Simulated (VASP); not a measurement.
A run of VASP 6.6.1 is set up as follows.

File POSCAR:

```
NaH
1.0
    0.0000000000      2.3939900000      2.3939900000
    2.3939900000      0.0000000000      2.3939900000
    2.3939900000      2.3939900000      0.0000000000
Na H
1 1
Direct
    0.0000000000      0.0000000000      1.0000000000
    0.5000000000      0.5000000000      0.5000000000
```

Contents of INCAR.step1:

```
SYSTEM = NaH
ALGO = Normal
EDIFF = 1E-5
ENCUT = 520
GGA = PE
ISIF = 2
ISMEAR = 0
LASPH = .TRUE.
LREAL = .FALSE.
LWAVE = .TRUE.
NELM = 100
PREC = Accurate
SIGMA = 0.02
```

INCAR.step2

```
SYSTEM = NaH
ALGO = Normal
EDIFF = 1E-6
ENCUT = 520
GGA = PE
HFSCREEN = 0.2
ISIF = 2
ISMEAR = 0
ISTART = 1
LASPH = .TRUE.
LCHARG = .TRUE.
LELF = .TRUE.
LHFCALC = .TRUE.
LREAL = .FALSE.
LVHAR = .TRUE.
LWAVE = .FALSE.
NELM = 100
PREC = Accurate
PRECFOCK = Fast
SIGMA = 0.02
```

File KPOINTS:

```
k-points
0
G
  6 6 6
  0 0 0
```

Potentials or basis: VASP PAW PBE potentials, release 64 (Na_pv, H).

Run with:

```console
$ cat potpaw_PBE.64/Na_pv/POTCAR potpaw_PBE.64/H/POTCAR > POTCAR
$ cp INCAR.step1 INCAR
$ mpirun -np 1 vasp_std > vasp.out
$ cp INCAR.step2 INCAR
$ mpirun -np 1 vasp_std > vasp.out
```

Estimate the band gap on the k mesh.

4.92 eV, indirect (least direct gap 5.84 eV).

What does it give for the pressure?

0.3 GPa.

Caveat: the PAW data sets were made with another functional, which shifts forces and pressure a little. A k mesh can miss the band edges.
